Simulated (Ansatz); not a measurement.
Consider the ligand exchange at a B–O bond: `CBOC(C)=O` + `[SiH3]S` → `CBS[SiH3]` + acetic acid.

Gas-phase electronic energies from Ansatz, PBE0-D4/def2-TZVP geometries. CCSD(T)/CBS is the MP2 limit (def2-TZVPP, def2-QZVPP) plus CCSD(T) − MP2 in def2-TZVPP, frozen cores. Functionals use def2-TZVPP. HSE06 is defined as in plane-wave codes. Each species was taken in one conformer, which may not be the lowest.

| level | ΔE (eV) |
| --- | --- |
| PBE-D4 | 0.08 |
| r2SCAN-D4 | 0.15 |
| PBE0-D4 | 0.12 |
| HSE06-D4 | 0.12 |
| r2SCANh | 0.16 |
| CCSD/def2-SVP | 0.28 |
| HF/def2-TZVPP | 0.39 |
| SCS-MP2/def2-QZVPP | 0.22 |

Question: What does CCSD(T)/CBS give? (Best estimate.)

Answer: The calculation gave: +0.20 eV. The listed levels differ from it by -0.12, -0.05, -0.08, -0.08, -0.04, 0.08, 0.19, 0.02 eV.

Largest T1 diagnostic among the species: 0.015.

From BLYP to BHLYP (50 % exact exchange), in def2-TZVPP and without D4, ΔE moves by +0.06 eV. The D4 term adds −0.04 eV with B3LYP and −0.02 eV with PBE0; it sums over pairs of atoms, weighted by their polarisabilities, and B3LYP, whose exchange is more repulsive, gets the larger term. In def2-TZVPP, CCSD(T) changes the Hartree–Fock value by −0.17 eV (the triples alone add −0.04 eV) and MP2 by −0.23 eV.

B3LYP here is the variant with VWN-RPA as its local correlation; programs differ in this.

CCSD(T)/CBS has its own doubt, a few kJ/mol and more with outer-core shells, so smaller differences from it don't rank the levels.
